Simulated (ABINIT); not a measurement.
TiTe2, 3 atoms in the cell. It takes space group P-3m1 (No. 164, trigonal). Conventional cell: a = 3.777 Å, b = 3.777 Å, c = 6.498 Å, α = 90.00°, β = 90.00°, γ = 120.00°. Te (site symmetry 3m) is surrounded by 3 Ti at 2.77 Å. Ti (site symmetry -3m) is surrounded by 6 Te at 2.77 Å. 

```yaml
Program: ABINIT 10.8.3 (patched build)
Task: single point
Functional: PBE
Potentials_or_basis: JTH PAW PBE v2.0
Cutoff: 408 eV
k_mesh: 8 × 8 × 4
Occupations: fermi-dirac, width 0.05 eV
Spin: no spin polarisation
Fine-grid_cutoff: 816.342 eV
```

Potentials or basis: JTH PAW PBE v2.0.

Command:

```console
$ abinit run.abi > log 2>&1
```

Hardware: 1 thread of Arm Neoverse V1 (shared host).

Estimate the wall time of this run.

Wall time 36 s on 1 thread of Arm Neoverse V1 (shared host), peak memory 0.13 GiB. Counts: scf iterations 14, mpi ranks 1, k points 35, bands 16, plane waves 1515.
